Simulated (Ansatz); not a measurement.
# Cancellation of cutoff errors in TiO2

These are results of DFT PBE, scalar-relativistic, plane waves, PAW in Ansatz 0.2.0, not measurements.

```yaml
crystal:
  lattice:
    - [2.70603, -2.70666, 0.00000]
    - [2.70603, 2.70666, 0.00000]
    - [-2.63353, 0.00000, 4.79664]
  atoms:
    - { symbol: Ti, position: [0.13411, 0.86589, 0.25000] }
    - { symbol: Ti, position: [0.86589, 0.13411, 0.75000] }
    - { symbol: O, position: [0.33122, 0.08876, 0.66715] }
    - { symbol: O, position: [0.66878, 0.91124, 0.33285] }
    - { symbol: O, position: [0.91124, 0.66878, 0.83285] }
    - { symbol: O, position: [0.08876, 0.33122, 0.16715] }
```

```
Γ-centred k-mesh : 8×8×6
occupation rule  : Gaussian smearing, 0.02 eV
spin treatment   : unpolarised
```

A second cell has all atoms moved and the lattice slightly strained:

```yaml
crystal:
  lattice:
    - [2.68055, -2.72841, -0.06174]
    - [2.67526, 2.72312, -0.05440]
    - [-2.70909, 0.00908, 4.80528]
  atoms:
    - { symbol: Ti, position: [0.12195, 0.85755, 0.23625] }
    - { symbol: Ti, position: [0.87558, 0.14822, 0.75586] }
    - { symbol: O, position: [0.35401, 0.09895, 0.67383] }
    - { symbol: O, position: [0.67320, 0.94190, 0.32167] }
    - { symbol: O, position: [0.96818, 0.68269, 0.84674] }
    - { symbol: O, position: [0.06404, 0.34910, 0.17459] }
```

It ran on a 6×6×6 mesh, another than the first cell's, which shifts the difference by nearly the same amount at every cutoff. Both were run at several values of the cutoff; energies per atom at zero smearing, errors against the largest value (600 eV), which isn't proved converged itself.

```csv
cutoff,"error, first cell (meV)","error, second cell (meV)"
200 eV,5710.21,5755.76
250 eV,1525.60,1513.75
300 eV,364.03,357.69
350 eV,67.02,67.08
420 eV,4.40,4.42
```

Task: At the largest value the second cell lies 34.67 meV/atom above the first. What is the error of that difference at each value, and where does each quantity come within 1 meV/atom?

Result: The error of the difference is the second cell's error less the first's:
| cutoff | difference (meV) | its error (meV) |
| --- | --- | --- |
| 200 eV | 80.22 | 45.55 |
| 250 eV | 22.81 | -11.85 |
| 300 eV | 28.33 | -6.34 |
| 350 eV | 34.73 | 0.06 |
| 420 eV | 34.69 | 0.02 |

No value below the largest brings the first cell's total energy within 1 meV/atom, while the difference is there from 350 eV on. Most of the error cancels, by a factor of about 129 in the median. A missing short wave mostly misdescribes the region near each nucleus, which both cells share; what doesn't cancel comes largely from the change of volume and bonding.

8 further runs of this set didn't finish or converge.